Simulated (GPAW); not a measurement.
MnO:

```
Mn O
1.0
     0.00000    2.22391    2.22391
     2.22391    0.00000    2.22391
     2.22391    2.22391    0.00000
Mn O
1 1
Cartesian
  0.0000 0.0000 0.0000
  2.2239 2.2239 2.2239
```

The cell is a database's computed one.

Base run:

| Item | Value |
| --- | --- |
| Program | GPAW 26.7.0 |
| Functional | PBEsol |
| Potentials or basis | PAW data sets generated in the run's folder for this functional |
| Cutoff | 800 eV |
| Basis | pw |
| k mesh | 10 × 10 × 10 |
| Occupations | fermi-dirac, width 0.05 eV |
| Spin | collinear spin, ferromagnetic start |
| Starting moments | [4.0, 0.0] μB |
| Hubbard terms | Mn d U = 1 eV |

Its results: pressure -0.4 GPa; net moment 4.93 μB per cell; site moments Mn +4.38; O +0.17 μB.

**Question.** After a change of settings the same cell gave: pressure 2.7 GPa; net moment 5.00 μB per cell; site moments Mn +4.49; O +0.14 μB. Which change was it?
A. hubbard terms from Mn d U = 1 eV to Mn d U = 8 eV
B. hubbard terms from Mn d U = 1 eV to Mn d U = 3 eV
C. hubbard terms from Mn d U = 1 eV to none

**Answer.** B.

Caveats: a cell with one magnetic atom can't hold antiferromagnetic order, which such compounds often take.

Runs at the PBE level aren't shown here.
